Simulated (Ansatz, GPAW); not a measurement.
This is a calculation of CuI (Marshite) for GPAW 26.7.0 (ASE script). 

run.py

```python
from ase.dft.bandgap import bandgap
from ase.io import read, write
from ase.units import GPa
from gpaw import GPAW, PW

atoms = read('CuI.xyz')

calc = GPAW(mode=PW(600),
            xc='PBE',
            kpts={'size': (8, 8, 8), 'gamma': True},
            occupations={'name': 'methfessel-paxton', 'order': 0, 'width': 0.028999999999999998},
            nbands=19,
            convergence={'density': 1e-05, 'energy': 1e-05},
            maxiter=150,
            txt='gpaw.txt')
atoms.calc = calc
energy = atoms.get_potential_energy()
forces = atoms.get_forces()
stress = atoms.get_stress()
calc.write('gs.gpw')
write('result.traj', atoms)
print(f'Energy: {energy:.6f} eV')
print('Forces (eV/A):')
print(forces.round(4))
print('Stress (GPa):', (stress / GPa).round(3))
print('Fermi level:', round(calc.get_fermi_level(), 4), 'eV')
print(f'Gap: {bandgap(calc)[0]:.4f} eV, direct: {bandgap(calc, direct=True)[0]:.4f} eV')
```

The input CuI.xyz:

```xyz
2
Lattice="0.0000000000 3.0315000000 3.0315000000 3.0315000000 0.0000000000 3.0315000000 3.0315000000 3.0315000000 0.0000000000" Properties=species:S:1:pos:R:3 pbc="T T T"
I      0.0000000000      0.0000000000      0.0000000000
Cu     4.5472500000      4.5472500000      4.5472500000
```

Potentials or basis: GPAW PAW data sets (gpaw-data 1.2.1), pw.

Run with:

```console
$ OMP_NUM_THREADS=1 python run.py
```

Task: What does the same run look like in Ansatz 0.2.0? Potentials or basis there: all-electron LAPW, scalar-relativistic.

Result: As run (cutoffs and basis follow the program's own potentials, and thresholds, step limits or extra output files can differ):

input.yaml

```yaml
crystal:
  lattice:
    - [0.0, 3.0315, 3.0315]
    - [3.0315, 0.0, 3.0315]
    - [3.0315, 3.0315, 0.0]
  atoms:
    - { symbol: I, position: [0.0, 0.0, 0.0] }
    - { symbol: Cu, position: [0.75, 0.75, 0.75] }
kpoints:
  mp_grid: { grid: [8, 8, 8] }
scf:
  occupations: { method: gaussian, width: 0.029 }
hamiltonian:
  xc: pbe
  pseudopotentials: { kind: all_electron, lapw: { basis_error: 0.001 } }
output:
  forces: true
  stress: true
  eigenvalues: true
```

Potentials or basis: all-electron LAPW, scalar-relativistic.

Launch:

```bash
$ ansatz run input.yaml --threads 1 --pin off --max-ram 3072MiB --backend cpu --events-out ev --progress --plain --runs-dir out
```

Both were run:

|  | GPAW | Ansatz |
| --- | --- | --- |
| Pressure | 0.9 GPa | 0.3 GPa |

Where Ansatz's input types no cutoff or centring, it takes its own default and a Γ-centred mesh.

Pressure is positive in compression.
